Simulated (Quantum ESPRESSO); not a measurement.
**Pb under changes of volume**

One of the cells (32.418 Å³/atom); the others are scaled copies at fixed shape and fractional positions:

```
Pb
1.0
     3.03861   -1.75032    0.00000
     3.03861    1.75032    0.00000
    -2.11546    0.00000    6.09522
Pb
2
Direct
  0.90851 0.90851 0.72629
  0.09149 0.09149 0.27371
```

This isn't the form of Pb at room conditions, which is fcc.

| Item | Value |
| --- | --- |
| Program | Quantum ESPRESSO 7.5 |
| Functional | PBEsol |
| Potentials or basis | GBRV 1.5 PBEsol |
| Cutoff | 612 eV |
| Density cutoff | 4898 eV |
| k mesh | 9 × 9 × 5 |
| Occupations | fermi-dirac, width 0.05 eV |
| Spin | no spin polarisation |

| volume (Å³/atom) | energy over the lowest point (meV/atom) | pressure (GPa) |
| --- | --- | --- |
| 30.473 | ? | ? |
| 31.121 | 0.00 | -0.3 |
| 31.769 | 2.75 | -1.2 |
| 32.418 | 8.85 | -2.0 |
| 33.066 | 17.91 | -2.6 |
| 33.714 | 29.61 | -3.3 |
| 34.363 | 43.63 | -3.8 |

**Question.** What does the run at 30.473 Å³/atom give?

**Answer.** Energy over the lowest point 1.01 meV/atom; pressure 0.7 GPa.

Worked out: A Birch-Murnaghan fit of order 3 (a polynomial in V^(-2/3)) to the other rows has its minimum at 30.96 Å³/atom, just outside them, with B0 = V·E''(V) = 46 GPa and B' = 4.8 at fixed shape and positions, which overstates the stiffness. It gives 1.04 meV/atom at 30.473 Å³/atom, against the run's 1.01, and -dE/dV = 0.8 GPa, against 0.7.

Energies are extrapolated to zero smearing.
